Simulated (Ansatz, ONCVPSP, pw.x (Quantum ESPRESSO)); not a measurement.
# Se (Z = 34): does the ONCV potential hold in the solid?

```
Element                 : Se
Generator               : ONCVPSP 4.0.1.1 (patched build)
Type                    : optimised norm-conserving Vanderbilt (ONCV)
Functional              : PBE
Relativity              : scalar-relativistic
Frozen core             : [Ar] 3d10
Valence charge          : 6
Reference configuration : 4s2 4p4
Partial waves           : 4s: rc 1.40 bohr, ncon 4, nbas 9, qcut 4.6 1/bohr, 2 projectors, debl 0.9 Ha; 4p: rc 1.65 bohr, ncon 3, nbas 8, qcut 5.9 1/bohr, 1 projector; d scattering state at 0.35 Ha: rc 1.35 bohr, ncon 4, nbas 8, qcut 8.5 1/bohr, 1 projector
Local potential         : polynomial inside 0.95 bohr (lpopt 3, dvloc0 3 Ha)
Core correction         : Teter function, fcfact 5.75, rcfact 1.05
```

Atomic tests: cutoffs needed: 12 Ha and 39 Ha (the cutoffs (Ha) at which the residual kinetic energy of the hardest occupied pseudo-wave falls to 1 and 0.1 mHa per electron); ghost test: no bound ghost flagged; GHOST(+) flags only above 600 eV; largest excitation error: -12 meV (all-electron minus pseudo) for 4s2 4p1, out of 4 test configurations.

Crystal test: bcc Se in pw.x 7.5, no spin, 13³ k-points, Fermi–Dirac smearing 0.01 Ry, cutoffs 90/360 Ry. The reference is all-electron LAPW (Ansatz 0.2.0) with the same functional, mesh and smearing; V0 and B0 come from Birch–Murnaghan fits to the pressures at five volumes. Errors are pseudo minus all-electron; Δ is the rms difference of the E(V) curves that follow from these fits, minima aligned, over ±6 % about the mean V0. Mesh and smearing are coarse, so the numbers serve the comparison and aren't converged zero-temperature values; the lattice is a test structure that the element need not adopt.

All-electron: a0 = 3.441 Å (V0 = 20.37 Å³/atom), B0 = 71.6 GPa.

Problem. How far does the potential miss the all-electron equation of state?

Solution. mean pressure error (GPa): -0.67; a0 (Å): 3.430; a0 error (%): -0.30; B0 error (%): +1.0; Δ (meV/atom): 2.9.

| V (Å³/atom) | P all-electron (GPa) | P pseudo (GPa) |
| --- | --- | --- |
| 19.197 | 4.87 | 4.07 |
| 19.702 | 2.57 | 1.84 |
| 20.207 | 0.57 | -0.10 |
| 20.712 | -1.16 | -1.77 |
| 21.217 | -2.66 | -3.21 |

Problem. At the middle volume, how do free energy and pressure move when the wave cutoff is lowered (ecutrho kept at four times it)?

Solution.

| cutoff (Ry) | shift of F (meV/atom) | shift of P (GPa) |
| --- | --- | --- |
| 40 | +130.3 | +1.11 |
| 54 | +38.9 | -0.31 |
| 72 | +4.4 | -0.20 |

The run at the middle volume (84 k-points, 7 iterations) took about 44 s on one core of a shared host (Neoverse-N1, 64 threads, 124 GiB, load 58).
